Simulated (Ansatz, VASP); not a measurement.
## In: VASP beside Ansatz

```
CELL_PARAMETERS angstrom
3.04506 0.00000 0.00000
0.00000 3.04506 0.00000
0.00000 0.00000 3.04506
ATOMIC_POSITIONS crystal
In 0.00000 0.00000 0.00000
```

The cell was built by a generator and needn't be a form met in nature.

Alike in both runs: task relaxation of cell and atoms; functional LDA; k mesh 10 × 10 × 10; occupations fermi-dirac, width 0.1 eV; no spin polarisation.

```csv
,VASP,Ansatz
version,VASP 6.6.1,Ansatz 0.2.0
potentials or method,"VASP PAW LDA potentials, release 64 (In_d)","plane waves (420 eV) with PAW, scalar-relativistic"
plane-wave cutoff (eV),600,420
valence electrons in the cell,13,13
```

```csv
,VASP,Ansatz,Ansatz less VASP
relaxed volume (Å³/atom),26.34,26.24,-0.102
relaxed cell length with the largest relative difference (Å),2.975,2.971,-0.0038
energy change over the relaxation (meV/atom),-17,-18,-1.1
```

Ansatz warned: «pseudo_functional_mismatch».
